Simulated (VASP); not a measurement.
# Se (Im-3m) in VASP: further runs

One crystal, Se, is run at these levels: r2SCAN; tasks: single point.

All numbers are computed with VASP 6.6.1; they aren't measurements. Logs are shortened: lines on timing, memory, paths and dates and some standing lists are left out, and cuts for length are marked.

## 1. The crystal as given

It takes space group Im-3m (No. 229, cubic). The conventional cell has a = 3.432 Å, b = 3.432 Å, c = 3.432 Å, α = 90.00°, β = 90.00°, γ = 90.00°. Around Se (site symmetry m-3m) lie 8 Se at 2.97 Å.

This isn't the form of Se at room conditions, which is trigonal, of chains.

## 2. Single point, r2SCAN

The input, POSCAR:

```
Se
1.0
   -1.7162090972      1.7162090972      1.7162090972
    1.7162090972     -1.7162090972      1.7162090972
    1.7162090972      1.7162090972     -1.7162090972
Se
1
Direct
    0.0000000000      0.0000000000      0.0000000000
```

The input, INCAR.step1:

```
ALGO     = Normal         # electronic algorithm
EDIFF    = 1E-4           # SCF threshold, eV
ENCUT    = 520            # plane-wave cutoff, eV
GGA      = PE             # functional
ISMEAR   = 0              # smearing method
LASPH    = T              # aspherical terms in the spheres
LCHARG   = F              # write CHGCAR
LREAL    = F              # projectors in reciprocal space
LWAVE    = T              # write WAVECAR
NBANDS   = 9              # bands
NELM     = 100            # most SCF steps
PREC     = Accurate       # precision mode
SIGMA    = 0.05           # smearing width, eV
```

The input, INCAR.step2:

```
ALGO     = Normal         # electronic algorithm
EDIFF    = 1E-6           # SCF threshold, eV
ENCUT    = 520            # plane-wave cutoff, eV
ISIF     = 2              # what is computed and relaxed
ISMEAR   = 0              # smearing method
ISTART   = 1            
LASPH    = T              # aspherical terms in the spheres
LCHARG   = F              # write CHGCAR
LMIXTAU  = T            
LREAL    = F              # projectors in reciprocal space
LWAVE    = F              # write WAVECAR
METAGGA  = R2SCAN         # meta-GGA
NBANDS   = 9              # bands
NELM     = 100            # most SCF steps
PREC     = Accurate       # precision mode
SIGMA    = 0.05           # smearing width, eV
```

The input, KPOINTS:

```
k-points
0
Gamma
  18 18 18
```

Potentials or basis: VASP PAW PBE potentials, release 64 (Se).

Run with:

```sh
cat potpaw_PBE.64/Se/POTCAR > POTCAR
cp INCAR.step1 INCAR
mpirun -np 1 vasp_std > vasp.out
cp INCAR.step2 INCAR
mpirun -np 1 vasp_std > vasp.out
```

OUTCAR:

```text
EDIFF = 1E-6
   ENCUT = 520
   ISIF = 2
   ISMEAR = 0
   ISTART = 1
   LASPH = T
   LREAL = F
   METAGGA = R2SCAN
   NELM = 100
   PREC = Accurate

 ion  position               nearest neighbor table
   1  0.000  0.000  0.000-

  LATTYP: Found a body centered cubic cell.
 ALAT       =     3.4324181944

  Lattice vectors:

 A1 = (  -1.7162090972,   1.7162090972,   1.7162090972)
 A2 = (   1.7162090972,  -1.7162090972,   1.7162090972)
 A3 = (   1.7162090972,   1.7162090972,  -1.7162090972)

Analysis of symmetry for initial positions (statically):
=====================================================================
 Subroutine PRICEL returns:
 Original cell was already a primitive cell.

 Routine SETGRP: Setting up the symmetry group for a
 body centered cubic supercell.

 Subroutine GETGRP returns: Found 48 space group operations
 (whereof 48 operations were pure point group operations)
 out of a pool of 48 trial point group operations.

The static configuration has the point symmetry O_h .

Analysis of symmetry for dynamics (positions and initial velocities):
=====================================================================
 Subroutine PRICEL returns:
 Original cell was already a primitive cell.

 Routine SETGRP: Setting up the symmetry group for a
 body centered cubic supercell.

 Subroutine GETGRP returns: Found 48 space group operations
 (whereof 48 operations were pure point group operations)
 out of a pool of 48 trial point group operations.

The dynamic configuration has the point symmetry O_h .

 Subroutine INISYM returns: Found 48 space group operations
 (whereof 48 operations are pure point group operations),
 and found     1 'primitive' translations

----------------------------------------------------------------------------------------

                                     Primitive cell

  volume of cell :      20.2195

  direct lattice vectors                    reciprocal lattice vectors
    -1.716209097  1.716209097  1.716209097     0.000000000  0.291339791  0.291339791
     1.716209097 -1.716209097  1.716209097     0.291339791  0.000000000  0.291339791
     1.716209097  1.716209097 -1.716209097     0.291339791  0.291339791  0.000000000

  length of vectors
     2.972561353  2.972561353  2.972561353     0.412016684  0.412016684  0.412016684

  position of ions in fractional coordinates (direct lattice)
     0.000000000  0.000000000  0.000000000

  ion indices of the primitive-cell ions
   primitive index   ion index
                 1           1

----------------------------------------------------------------------------------------

 KPOINTS: k-points

Automatic generation of k-mesh.
 Grid dimensions read from file:
 generate k-points for:   18   18   18

 Generating k-lattice:

  Cartesian coordinates                     Fractional coordinates (reciprocal lattice)
     0.000000000  0.016185544  0.016185544     0.055555556  0.000000000  0.000000000
     0.016185544  0.000000000  0.016185544     0.000000000  0.055555556  0.000000000
     0.016185544  0.016185544  0.000000000     0.000000000  0.000000000  0.055555556

  Length of vectors
     0.022889816  0.022889816  0.022889816

  Shift w.r.t. Gamma in fractional coordinates (k-lattice)
     0.000000000  0.000000000  0.000000000

 Subroutine IBZKPT returns following result:
 ===========================================

 Found    195 irreducible k-points:

 Following reciprocal coordinates:
            Coordinates               Weight
  0.000000  0.000000  0.000000      1.000000
  0.055556  0.000000  0.000000     12.000000
  0.111111  0.000000  0.000000     12.000000
  0.166667  0.000000  0.000000     12.000000
  0.222222  0.000000  0.000000     12.000000
  0.277778  0.000000  0.000000     12.000000
[... 16 lines left out ...]
  0.333333  0.111111  0.000000     48.000000
  0.388889  0.111111  0.000000     48.000000
 [... further k-points ...]
   k-points           NKPTS =    195   k-points in BZ     NKDIM =    195   number of bands    NBANDS=      9
   number of dos      NEDOS =    301   number of ions     NIONS =      1
   total plane-waves  NPLWV =  13824
   dimension x,y,z NGX =    24 NGY =   24 NGZ =   24
   dimension x,y,z NGXF=    48 NGYF=   48 NGZF=   48
   ions per type =               1
   NGX,Y,Z   is equivalent  to a cutoff of  13.42, 13.42, 13.42 a.u.
   NGXF,Y,Z  is equivalent  to a cutoff of  26.84, 26.84, 26.84 a.u.
 SYSTEM =  unknown system
   PREC   = accura    normal or accurate (medium, high low for compatibility)
   ISTART =      1    job   : 0-new  1-cont  2-samecut
   ICHARG =      0    charge: 1-file 2-atom 10-const
   ISPIN  =      1    spin polarized calculation?
   LNONCOLLINEAR =      F non collinear calculations
   LSORBIT =      F    spin-orbit coupling
   LASPH  =      T    aspherical Exc in radial PAW
   ENCUT  =  520.0 eV  38.22 Ry    6.18 a.u.   5.53  5.53  5.53*2*pi/ulx,y,z
   NELM   =    100;   NELMIN=  2; NELMDL=  0     # of ELM steps
   EDIFF  = 0.1E-05   stopping-criterion for ELM
   LREAL  =      F    real-space projection
   EDIFFG = 0.1E-04   stopping-criterion for IOM
   NSW    =      0    number of steps for IOM
   IBRION =     -1    ionic relax: 0-MD 1-quasi-New 2-CG
   NFREE  =      0    steps in history (QN), initial steepest desc. (CG)
   ISIF   =      2    stress and relaxation
   ISYM   =      2    0-nonsym 1-usesym 2-fastsym
   POTIM  = 0.5000    time-step for ionic-motion
   TEBEG  =    0.0;   TEEND  =   0.0 temperature during run
   PSTRESS=    0.0 pullay stress
   NELECT =       6.0000    total number of electrons
   NUPDOWN=      -1.0000    fix difference up-down
   EMIN   =  10.00;   EMAX   =-10.00  energy-range for DOS
   EFERMI =   0.00;   METHOD = LEGACY
   ISMEAR =     0;   SIGMA  =   0.05  broadening in eV -4-tet -1-fermi 0-gaus
   EFERMI_NEDOS =   21; number of points for ismear=-14 and -15
   IALGO  =     38    algorithm
   IMIX   =      4    mixing-type and parameters
     AMIX     =   0.40;   BMIX     =  1.00
     AMIX_MAG =   1.60;   BMIX_MAG =  1.00
  volume/ion in A,a.u.               =      20.22       136.45
  Fermi-wavevector in a.u.,A,eV,Ry     =   1.091947  2.063481 16.222895  1.192349
  Thomas-Fermi vector in A             =   2.228203
   LORBIT       =      0    0 simple, 1 ext, 2 COOP (PROOUT), +10 PAW based schemes
   METAGGA = R2SCAN    functional components
   LHFCALC =     F    Hartree Fock is set to
   AEXX    =    0.0000 exact exchange contribution
   IVDW    =     0    specifies the selected vdW correction
   LEPSILON=     F    determine dielectric tensor
   LRPA    =     F    only Hartree local field effects (RPA)
 non-spin polarized calculation
 Gauss-broadening in eV      SIGMA  =   0.05
  energy-cutoff  :      520.00
  volume of cell :       20.22
 maximum number of plane-waves:       563
 NGX is ok and might be reduce to    24
   NGX = 11   NGY = 11   NGZ = 11

 number of electron       5.9999999 magnetization

 Free energy of the ion-electron system (eV)
  ---------------------------------------------------
  ext. energy  EPLUGINS =         0.00000000
  ---------------------------------------------------
  free energy    TOTEN  =       -13.59741065 eV

  energy without entropy =      -13.59647044  energy(sigma->0) =      -13.59694054

 E-fermi :   5.4242     XC(G=0): -11.1280

 val. band max:        5.4200340684   @ k =   0.3333   0.1111   0.1111
 cond. band min:       5.4412467624   @ k =   0.1667   0.1667   0.0000
 fundamental gap:      0.0212126940
 Fermi energy:         5.4242052824

 k-point     1 :       0.0000    0.0000    0.0000
  band No.  band energies     occupation
      1     -11.4851      2.00000
      2       8.4591      0.00000
      3       8.4591      0.00000
      4       8.4591      0.00000
      5      17.8894      0.00000
      6      18.2927      0.00000
      7      18.2927      0.00000
      8      18.2927      0.00000
      9      21.7428      0.00000

 k-point     2 :       0.0556    0.0000    0.0000
  band No.  band energies     occupation
      1     -11.4167      2.00000
      2       8.0354      0.00000
      3       8.3103      0.00000
      4       8.4357      0.00000
      5      17.9612      0.00000
      6      18.0197      0.00000
      7      18.4411      0.00000
      8      18.5912      0.00000
      9      21.0211      0.00000

 k-point     3 :       0.1111    0.0000    0.0000
  band No.  band energies     occupation
      1     -11.2130      2.00000
      2       6.9478      0.00000
      3       7.9171      0.00000
      4       8.3674      0.00000
      5      17.3196      0.00000
      6      17.3829      0.00000
      7      19.4205      0.00000
      8      19.4328      0.00000
      9      20.5637      0.00000

 k-point     4 :       0.1667    0.0000    0.0000
  band No.  band energies     occupation
      1     -10.8787      2.00000
      2       5.5100      0.01525
      3       7.3921      0.00000
      4       8.2610      0.00000
      5      16.3295      0.00000
      6      16.6424      0.00000
      7      20.2103      0.00000
      8      20.7037      0.00000
      9      20.9328      0.00000
[... 205 lines left out ...]
 k-point    22 :       0.2778    0.1111    0.0000
  band No.  band energies     occupation
      1      -9.0641      2.00000
      2       0.9880      2.00000
      3       5.0931      2.00000
      4       7.2580      0.00000
      5      14.5308      0.00000
      6      15.8795      0.00000
      7      20.1854      0.00000
      8      23.6628      0.00000
      9      24.3924      0.00000

 k-point    23 :       0.3333    0.1111    0.0000
  band No.  band energies     occupation
      1      -8.4455      2.00000
      2      -0.1753      2.00000
      3       4.6917      2.00000
      4       7.1120      0.00000
      5      14.1315      0.00000
      6      15.6798      0.00000
      7      20.7890      0.00000
      8      24.4076      0.00000
      9      25.3704      0.00000

 k-point    24 :       0.3889    0.1111    0.0000
  band No.  band energies     occupation
      1      -7.9478      2.00000
      2      -1.0136      2.00000
      3       4.4500      2.00000
      4       7.0178      0.00000
      5      13.8880      0.00000
      6      15.5555      0.00000
      7      21.5858      0.00000
      8      23.7692      0.00000
      9      26.2732      0.00000

 [... further k-points ...]

------------------------ aborting loop because EDIFF is reached ----------------------------------------

  FORCE on cell =-STRESS in cart. coord.  units (eV):
  Direction    XX          YY          ZZ          XY          YZ          ZX
  --------------------------------------------------------------------------------------
  -------------------------------------------------------------------------------------
  Total       -0.0067063     -0.0067063     -0.0067063      0.0000000     -0.0000000     -0.0000000
  in kB       -0.5314024     -0.5314024     -0.5314024      0.0000000     -0.0000000     -0.0000000
  external PRESSURE =      -0.5314024 kB  Pullay stress =       0.0000000 kB

 VOLUME and BASIS-vectors are now :
 -----------------------------------------------------------------------------
  energy-cutoff  :      520.00
  volume of cell :       20.22
      direct lattice vectors                 reciprocal lattice vectors
    -1.716209097  1.716209097  1.716209097     0.000000000  0.291339791  0.291339791
     1.716209097 -1.716209097  1.716209097     0.291339791  0.000000000  0.291339791
     1.716209097  1.716209097 -1.716209097     0.291339791  0.291339791  0.000000000

 POSITION                                       TOTAL-FORCE (eV/Angst)
 -----------------------------------------------------------------------------------
      0.00000      0.00000      0.00000         0.000000     -0.000000      0.000000
 -----------------------------------------------------------------------------------
    total drift:                                0.000000      0.000000     -0.000000

  FREE ENERGIE OF THE ION-ELECTRON SYSTEM (eV)
  ---------------------------------------------------
  free  energy   TOTEN  =       -13.5974106497 eV

  energy  without entropy=      -13.5964704386  energy(sigma->0) =      -13.59694054
```

Wall time 36 s (1 thread of Intel Xeon 6975P-C (Granite Rapids), shared host); peak memory 0.17 GiB.

Results:

* Free energy: -13.5974 eV
* Pressure: -0.1 GPa
* Band gap on the k mesh: none (metal or under the smearing width)

Levels at points of the mesh, in eV from the Fermi level:
| k point | band 1 | band 2 | band 3 | band 4 | band 5 | band 6 | band 7 | band 8 |
| --- | --- | --- | --- | --- | --- | --- | --- | --- |
| (0.00, 0.00, 0.00) | -16.91 | 3.03 | 3.03 | 3.03 | 12.47 | 12.87 | 12.87 | 12.87 |
| (0.50, 0.00, 0.00) | -13.30 | -6.98 | -0.12 | 2.21 | 7.59 | 8.76 | 18.69 | 18.78 |
| (0.50, 0.50, 0.50) | -10.73 | -3.53 | -3.53 | -3.53 | 4.63 | 4.63 | 23.66 | 23.66 |

Caveat: the PAW data sets were made with another functional, which shifts forces and pressure a little.

(Continued in part 2 of 2.)
